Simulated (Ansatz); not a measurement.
The system is C.

```
C
1.0
     2.52210    0.00000    0.00000
    -1.26105    2.18420    0.00000
     0.00000    0.00000    8.23710
C
8
Direct
  0.66667 0.33333 0.84375
  0.33333 0.66667 0.34375
  0.66667 0.33333 0.65625
  0.33333 0.66667 0.15625
  0.00000 0.00000 0.90625
  0.00000 0.00000 0.40625
  0.00000 0.00000 0.59375
  0.00000 0.00000 0.09375
```

This is a hexagonal form of diamond, not graphite.

```yaml
Program: Ansatz 0.2.0
Task: relaxation of cell and atoms
Functional: PBEsol-PBE
Potentials_or_basis: all-electron LAPW, scalar-relativistic
Basis_error_allowed: 0.001 eV/atom
k_mesh: 12 × 12 × 4
Occupations: fermi-dirac, width 0.15 eV
Spin: collinear spin, random start
Starting_moments: "[0.58, 0.24, -0.16, 0.37, -0.27, -0.46, 0.56, -0.33] μB"
```

At the start: volume 5.67 Å³/atom.

Question: Where does the relaxation end?

Answer: Over 5 steps the energy falls by 3.9 meV/atom and the volume is 5.60 Å³/atom (-1.3 %); space group P6_3/mmc (No. 194, to 0.05 Å); moment 0.00 μB per cell.

The path:
```
step  energy change (eV)  largest force (eV/Å)  volume (Å³)
   1              0.0000                0.3286        45.38
   2             -0.0243                0.3541        45.00
   3             -0.0302                0.1518        44.83
   4             -0.0311                0.0049        44.77
   5             -0.0311                0.0049        44.77
```

Final structure:
```yaml
crystal:
  lattice:
    - [2.50249, 0.00000, 0.00000]
    - [-1.25125, 2.16722, 0.00000]
    - [0.00000, 0.00000, 8.25456]
  atoms:
    - { symbol: C, position: [0.66667, 0.33333, 0.84444] }
    - { symbol: C, position: [0.33333, 0.66667, 0.34444] }
    - { symbol: C, position: [0.66667, 0.33333, 0.65556] }
    - { symbol: C, position: [0.33333, 0.66667, 0.15556] }
    - { symbol: C, position: [0.00000, 0.00000, 0.90705] }
    - { symbol: C, position: [0.00000, 0.00000, 0.40705] }
    - { symbol: C, position: [0.00000, 0.00000, 0.59295] }
    - { symbol: C, position: [0.00000, 0.00000, 0.09295] }
```

Caveat: the starting moments weren't kept.
